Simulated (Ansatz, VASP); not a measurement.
**TaN: VASP beside Ansatz**

File INCAR:

```
SYSTEM = TaN
ALGO = Normal
EDIFF = 1E-6
ENCUT = 520
GGA = CA
ISIF = 2
ISMEAR = 0
LASPH = .TRUE.
LCHARG = .FALSE.
LREAL = .FALSE.
LWAVE = .FALSE.
NBANDS = 33
NELM = 60
PREC = Accurate
SIGMA = 0.1
```

File KPOINTS:

```
k-points
0
G
  5 5 8
  0 0 0
```

The input POSCAR:

```
TaN
1.0
    5.1960000000      0.0000000000      0.0000000000
   -2.5980000000      4.4998679981      0.0000000000
    0.0000000000      0.0000000000      2.9110000000
Ta N
3 3
Direct
    0.3333333333      0.6666666667      0.5000000000
    0.6666666667      0.3333333333      0.5000000000
    0.0000000000      0.0000000000      0.0000000000
    0.3928500000      0.0000000000      0.0000000000
    0.6071500000      0.6071500000      0.0000000000
    0.0000000000      0.3928500000      0.0000000000
```

Input for Ansatz:

```yaml
crystal:
  lattice:
    a: 5.196
    b: 5.196
    c: 2.911
    alpha: 90.0
    beta: 90.0
    gamma: 120.0
  atoms:
    - { symbol: Ta, position: [0.3333333333333333, 0.6666666666666666, 0.5] }
    - { symbol: Ta, position: [0.6666666666666666, 0.3333333333333333, 0.5] }
    - { symbol: Ta, position: [0.0, 0.0, 0.0] }
    - { symbol: "N", position: [0.39285, 0.0, 0.0] }
    - { symbol: "N", position: [0.60715, 0.60715, 0.0] }
    - { symbol: "N", position: [0.0, 0.39285, 0.0] }
basis:
  ecutwfc: 550.0
kpoints:
  mp_grid:
    grid: [5, 5, 8]
hamiltonian:
  xc: lda
scf:
  occupations:
    method: gaussian
    width: 0.1
output:
  forces: true
  stress: true
```

Alike in both runs: task single point; functional LDA; k mesh 5 × 5 × 8; occupations gaussian, width 0.1 eV; no spin polarisation.

|  | VASP | Ansatz |
| --- | --- | --- |
| version | VASP 6.6.1 | Ansatz 0.2.0 |
| potentials or method | VASP PAW LDA potentials, release 64 (Ta_pv, N) | plane waves, PAW |
| plane-wave cutoff (eV) | 520 | 550 |
| valence electrons in the cell | 48 | 54 |

Ansatz gave:

- pressure (GPa): -10.0
- largest component of the traceless stress (GPa): 1.83
- rms of the force components (eV/Å): 0.034

**Question.** Which values does VASP return?

**Answer.** Pressure (GPa): -8.3; largest component of the traceless stress (GPa): 1.85; rms of the force components (eV/Å): 0.026.

Atom by atom the forces differ by 0.007 eV/Å (rms over components). The two sets of potentials don't hold the same shells in valence.

Spin-orbit coupling is left out, which matters for the levels of Ta.
